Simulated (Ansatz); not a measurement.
The system is KF (Carobbiite).

```
CELL_PARAMETERS angstrom
0.00000 2.67185 2.67185
2.67185 0.00000 2.67185
2.67185 2.67185 0.00000
ATOMIC_POSITIONS crystal
K 0.00000 0.00000 0.00000
F 0.50000 0.50000 0.50000
```

Base run:

| Quantity | Value |
| --- | --- |
| Program | Ansatz 0.2.0 |
| Functional | PBE |
| Potentials or basis | all-electron LAPW, scalar-relativistic |
| Cutoff | 204 eV |
| Density cutoff | 816 eV |
| Basis error allowed | 0.001 eV/atom |
| k mesh | 9 × 9 × 9 |
| Occupations | fermi-dirac, width 0.05 eV |
| Spin | no spin polarisation |

Its results: band gap on the k mesh 6.18 eV, direct; pressure 1.4 GPa.

Q: The run is repeated on the same cell with these changes: functional from PBE to PBEsol. What comes out?

A: Band gap on the k mesh 6.04 eV, direct; pressure -0.7 GPa.

PBEsol binds more tightly than PBE, so the same cell stands under less pressure.

Caveats: an odd mesh through Γ misses points on the zone boundary, where band edges often lie (some runs).

Not every run made on this cell is shown here.
